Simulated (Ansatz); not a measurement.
# P: the cost of one run

Computed with Ansatz 0.2.0 (DFT PBE, scalar-relativistic, plane waves, PAW, unless a step's input says otherwise).

1 further run of the same task is left out (it didn't finish).

## (1) The starting structure

Symmetry: Immm, No. 71, orthorhombic system. Conventional cell: a = 4.099 Å, b = 4.993 Å, c = 5.578 Å, α = 90.00°, β = 90.00°, γ = 90.00°. P (site symmetry mmm) is surrounded by 8 P at 2.75 to 2.87 Å. Around P (site symmetry m2m) lie 1 P at 1.33 Å.

Structure file:

```
CELL_PARAMETERS angstrom
-2.04954 2.49647 2.78920
2.04954 -2.49647 2.78920
2.04954 2.49647 -2.78920
ATOMIC_POSITIONS crystal
P 0.00000 0.00000 0.00000
P 0.63322 0.50000 0.13322
P 0.36678 0.50000 0.86678
```

A structure generator made this guess: one element on all sites of the LaC2 type (Immm, No. 71). The dimensions are guesses.

## (2) A first look at the guess

Input file input.yaml:

```yaml
crystal:
  lattice:
    - [-2.04953725, 2.49647473, 2.78920023]
    - [2.04953725, -2.49647473, 2.78920023]
    - [2.04953725, 2.49647473, -2.78920023]
  atoms:
    - { symbol: P, position: [0.0, 0.0, 0.0] }
    - { symbol: P, position: [0.63321601, 0.5, 0.13321601] }
    - { symbol: P, position: [0.36678399, 0.5, 0.86678399] }
basis:
  ecutwfc: 420
kpoints:
  mp_grid: { grid: [6, 6, 6] }
hamiltonian:
  xc: pbe
scf:
  occupations: { method: gaussian, width: 0.1 }
  lower_state_search: "off"
output:
  forces: true
  stress: true
  eigenvalues: true
```

Started as:

```sh
> ansatz run input.yaml --threads 1 --pin off --max-ram 2560MiB --backend cpu --events-out ev --progress --plain --runs-dir out
```

What time and memory should one allow on 1 thread of Intel Xeon at 2.50GHz (Skylake/Cascade Lake), shared host?

About 5 s, with a peak of 0.33 GiB.
